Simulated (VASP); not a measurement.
# Se (P3_221) in VASP: single point with PBE

Aim: the single point of Se with PBE.

All numbers are computed with VASP 6.6.1; they aren't measurements. Logs are shortened: lines on timing, memory, paths and dates and some standing lists are left out, and cuts for length are marked.

### Step 1. Starting point

Symmetry: P3_221, No. 154, trigonal system. The conventional cell has a = 4.355 Å, b = 4.355 Å, c = 4.949 Å, α = 90.00°, β = 90.00°, γ = 120.00°. Se (site symmetry 2) is surrounded by 2 Se at 2.32 Å.

### Step 2. Single point, PBE

INCAR reads:

```
ALGO     = Normal         # electronic algorithm
EDIFF    = 1E-7           # SCF threshold, eV
ENCUT    = 520            # plane-wave cutoff, eV
GGA      = PE             # functional
ISIF     = 2              # what is computed and relaxed
ISMEAR   = -1             # smearing method
LASPH    = T              # aspherical terms in the spheres
LCHARG   = F              # write CHGCAR
LREAL    = F              # projectors in reciprocal space
LWAVE    = F              # write WAVECAR
NBANDS   = 16             # bands
NELM     = 100            # most SCF steps
PREC     = Accurate       # precision mode
SIGMA    = 0.03           # smearing width, eV
```

KPOINTS reads:

```
k-points
0
Gamma
  8 8 6
```

POSCAR reads:

```
Se
1.0
    4.3551696776      0.0000000000      0.0000000000
   -2.1775848388      3.7716875786      0.0000000000
    0.0000000000      0.0000000000      4.9494500000
Se
3
Direct
    0.2170000000      0.0000000000      0.1666666667
    0.0000000000      0.2170000000      0.8333333333
    0.7830000000      0.7830000000      0.5000000000
```

Potentials or basis: VASP PAW PBE potentials, release 64 (Se).

On the command line:

```bash
> cat potpaw_PBE.64/Se/POTCAR > POTCAR
> mpirun -np 1 vasp_std > vasp.out
```

OUTCAR:

```text
EDIFF = 1E-7
   ENCUT = 520
   GGA = PE
   ISIF = 2
   ISMEAR = -1
   LASPH = T
   LREAL = F
   NELM = 100
   PREC = Accurate

 ion  position               nearest neighbor table
   1  0.217  0.000  0.167-   3 2.32   2 2.32
   2  0.000  0.217  0.833-   3 2.32   1 2.32
   3  0.783  0.783  0.500-   1 2.32   2 2.32

  LATTYP: Found a hexagonal cell.
 ALAT       =     4.3551696776
 C/A-ratio  =     1.1364539998

  Lattice vectors:

 A1 = (   4.3551696776,   0.0000000000,   0.0000000000)
 A2 = (  -2.1775848388,   3.7716875786,   0.0000000000)
 A3 = (   0.0000000000,   0.0000000000,   4.9494500000)

Analysis of symmetry for initial positions (statically):
=====================================================================
 Subroutine PRICEL returns:
 Original cell was already a primitive cell.

 Routine SETGRP: Setting up the symmetry group for a
 hexagonal supercell.

 Subroutine GETGRP returns: Found  6 space group operations
 (whereof  2 operations were pure point group operations)
 out of a pool of 24 trial point group operations.

The static configuration has the point symmetry C_2 .
 The point group associated with its full space group is D_3 .

Analysis of symmetry for dynamics (positions and initial velocities):
=====================================================================
 Subroutine PRICEL returns:
 Original cell was already a primitive cell.

 Routine SETGRP: Setting up the symmetry group for a
 hexagonal supercell.

 Subroutine GETGRP returns: Found  6 space group operations
 (whereof  2 operations were pure point group operations)
 out of a pool of 24 trial point group operations.

The dynamic configuration has the point symmetry C_2 .
 The point group associated with its full space group is D_3 .

 Subroutine INISYM returns: Found  6 space group operations
 (whereof  2 operations are pure point group operations),
 and found     1 'primitive' translations

----------------------------------------------------------------------------------------

                                     Primitive cell

  volume of cell :      81.3013

  direct lattice vectors                    reciprocal lattice vectors
[... 80 lines left out ...]
   PREC   = accura    normal or accurate (medium, high low for compatibility)
   ISTART =      0    job   : 0-new  1-cont  2-samecut
   ICHARG =      2    charge: 1-file 2-atom 10-const
   ISPIN  =      1    spin polarized calculation?
   LNONCOLLINEAR =      F non collinear calculations
   LSORBIT =      F    spin-orbit coupling
   LASPH  =      T    aspherical Exc in radial PAW
   ENCUT  =  520.0 eV  38.22 Ry    6.18 a.u.   8.10  8.10  9.20*2*pi/ulx,y,z
   NELM   =    100;   NELMIN=  2; NELMDL= -5     # of ELM steps
   EDIFF  = 0.1E-06   stopping-criterion for ELM
   LREAL  =      F    real-space projection
   EDIFFG = 0.1E-05   stopping-criterion for IOM
   NSW    =      0    number of steps for IOM
   IBRION =     -1    ionic relax: 0-MD 1-quasi-New 2-CG
   NFREE  =      0    steps in history (QN), initial steepest desc. (CG)
   ISIF   =      2    stress and relaxation
   ISYM   =      2    0-nonsym 1-usesym 2-fastsym
   POTIM  = 0.5000    time-step for ionic-motion
   TEBEG  =    0.0;   TEEND  =   0.0 temperature during run
   PSTRESS=    0.0 pullay stress
   NELECT =      18.0000    total number of electrons
   NUPDOWN=      -1.0000    fix difference up-down
   EMIN   =  10.00;   EMAX   =-10.00  energy-range for DOS
   EFERMI =   0.00;   METHOD = LEGACY
   ISMEAR =    -1;   SIGMA  =   0.03  broadening in eV -4-tet -1-fermi 0-gaus
   EFERMI_NEDOS =   21; number of points for ismear=-14 and -15
   IALGO  =     38    algorithm
   IMIX   =      4    mixing-type and parameters
     AMIX     =   0.40;   BMIX     =  1.00
     AMIX_MAG =   1.60;   BMIX_MAG =  1.00
  volume/ion in A,a.u.               =      27.10       182.88
  Fermi-wavevector in a.u.,A,eV,Ry     =   0.990375  1.871538 13.345180  0.980843
  Thomas-Fermi vector in A             =   2.122041
   LORBIT       =      0    0 simple, 1 ext, 2 COOP (PROOUT), +10 PAW based schemes
   GGA     = PE    functional components
   LHFCALC =     F    Hartree Fock is set to
   AEXX    =    0.0000 exact exchange contribution
   IVDW    =     0    specifies the selected vdW correction
   LEPSILON=     F    determine dielectric tensor
   LRPA    =     F    only Hartree local field effects (RPA)
 non-spin polarized calculation
  energy-cutoff  :      520.00
  volume of cell :       81.30
 maximum number of plane-waves:      2202
   NGX = 17   NGY = 17   NGZ = 19

 number of electron      17.9999997 magnetization

 Free energy of the ion-electron system (eV)
  ---------------------------------------------------
  ext. energy  EPLUGINS =         0.00000000
  ---------------------------------------------------
  free energy    TOTEN  =       -10.37085670 eV

  energy without entropy =      -10.37085670  energy(sigma->0) =      -10.37085670

 E-fermi :   3.3109     XC(G=0):  -8.8321

 val. band max:        2.7682358052   @ k =   0.5000  -0.0000   0.5000
 cond. band min:       3.8664693223   @ k =   0.3750   0.2500   0.5000
 fundamental gap:      1.0982335171
 Fermi energy:         3.3108680691

 k-point     1 :       0.0000    0.0000    0.0000
  band No.  band energies     occupation
      1     -13.3915      2.00000
      2      -9.0794      2.00000
      3      -9.0794      2.00000
      4      -1.2333      2.00000
      5      -1.2333      2.00000
      6      -1.0293      2.00000
[... 433 lines left out ...]
      3      -8.4380      2.00000
      4      -2.6301      2.00000
      5      -2.3672      2.00000
      6      -0.6365      2.00000
[... 8 lines left out ...]
     15      11.4502      0.00000
     16      12.3404      0.00000

 [... further k-points ...]
[... 5 lines left out ...]
  --------------------------------------------------------------------------------------
  -------------------------------------------------------------------------------------
  Total        2.4094108      2.4094108      3.8651268      0.0000000      0.0000000      0.0000000
  in kB       47.4814197     47.4814197     76.1687100      0.0000000      0.0000000      0.0000000
  external PRESSURE =      57.0438498 kB  Pullay stress =       0.0000000 kB

 VOLUME and BASIS-vectors are now :
 -----------------------------------------------------------------------------
  energy-cutoff  :      520.00
  volume of cell :       81.30
      direct lattice vectors                 reciprocal lattice vectors
     4.355169678  0.000000000  0.000000000     0.229612179  0.132566653  0.000000000
    -2.177584839  3.771687579  0.000000000     0.000000000  0.265133307  0.000000000
     0.000000000  0.000000000  4.949450000     0.000000000  0.000000000  0.202042651

 POSITION                                       TOTAL-FORCE (eV/Angst)
 -----------------------------------------------------------------------------------
      0.94507      0.00000      0.82491         1.187776      0.000000      0.000000
     -0.47254      0.81846      4.12454        -0.593888      1.028644     -0.000000
      1.70505      2.95323      2.47472        -0.593888     -1.028644      0.000000
 -----------------------------------------------------------------------------------
    total drift:                                0.000001      0.000001     -0.000000

  FREE ENERGIE OF THE ION-ELECTRON SYSTEM (eV)
  ---------------------------------------------------
  free  energy   TOTEN  =       -10.3708567007 eV

  energy  without entropy=      -10.3708567004  energy(sigma->0) =      -10.37085670
```

OSZICAR:

```text
N       E                     dE             d eps       ncg     rms          rms(c)
DAV:   1     0.821921787937E+02    0.82192E+02   -0.73726E+03  1600   0.943E+02
DAV:   2    -0.527435838782E+01   -0.87467E+02   -0.83327E+02  2152   0.153E+02
DAV:   3    -0.104175208137E+02   -0.51432E+01   -0.51269E+01  1960   0.428E+01
DAV:   4    -0.104537764974E+02   -0.36256E-01   -0.36250E-01  2104   0.425E+00
DAV:   5    -0.104540366421E+02   -0.26014E-03   -0.26014E-03  2008   0.354E-01    0.759E+00
DAV:   6    -0.103922880526E+02    0.61749E-01   -0.37753E-02  1968   0.120E+00    0.471E+00
DAV:   7    -0.103715049376E+02    0.20783E-01   -0.77965E-02  1880   0.169E+00    0.215E-01
DAV:   8    -0.103706910060E+02    0.81393E-03   -0.90655E-03  1768   0.591E-01    0.110E-01
DAV:   9    -0.103708011293E+02   -0.11012E-03   -0.34442E-04  2240   0.115E-01    0.370E-02
DAV:  10    -0.103708524995E+02   -0.51370E-04   -0.50461E-05  1912   0.480E-02    0.676E-03
DAV:  11    -0.103708567848E+02   -0.42853E-05   -0.86722E-06  2176   0.179E-02    0.413E-03
DAV:  12    -0.103708566986E+02    0.86195E-07   -0.16446E-06  2024   0.819E-03    0.146E-03
DAV:  13    -0.103708567007E+02   -0.21253E-08   -0.28267E-07  2064   0.309E-03
   1 F= -.10370857E+02 E0= -.10370857E+02  d E =-.328029E-09
```

stdout:

```text
POSCAR found type information on POSCAR Se
 POSCAR found :  1 types and       3 ions
 scaLAPACK will be used
 LDA part: xc-table for (Slater+PW92), standard interpolation
 POSCAR, INCAR and KPOINTS ok, starting setup
 FFT: planning ... GRIDC
 FFT: planning ... GRID_SOFT
 FFT: planning ... GRID
 WAVECAR not read
 entering main loop
```

It took 29 s on 1 thread of AMD EPYC 9R45 (Zen 5), shared host; peak memory 0.18 GiB.

Results:

```yaml
Free_energy: -10.3709 eV
Pressure: 5.7 GPa
Largest_force: 1.188 eV/Å
Band_gap_on_the_k_mesh: 1.10 eV, indirect (least direct gap 1.17 eV)
```

Forces in eV/Å, atoms in the order of the input:
```
Se   1.188  0.000  0.000
Se  -0.594  1.029  0.000
Se  -0.594 -1.029  0.000
```

Stress tensor (GPa, compression positive):
```
4.75 0.00 0.00
0.00 4.75 0.00
0.00 0.00 7.62
```

Levels at points of the mesh, in eV from the valence-band top:
```
           k point  band 7  band 8  band 9  band 10  band 11  band 12
(0.00, 0.00, 0.00)   -2.20   -2.20   -0.42     2.05     2.05     2.44
(0.50, 0.00, 0.00)   -2.97   -1.97   -1.07     2.07     2.60     4.32
(0.00, 0.00, 0.50)   -1.58   -1.58   -1.23     1.27     1.42     1.42
(0.50, 0.00, 0.50)   -1.87   -1.44    0.00     1.54     2.81     3.16
```

Caveat: forces of over 1 eV/Å show positions far from the minimum, so gaps and moduli don't describe the material at rest.
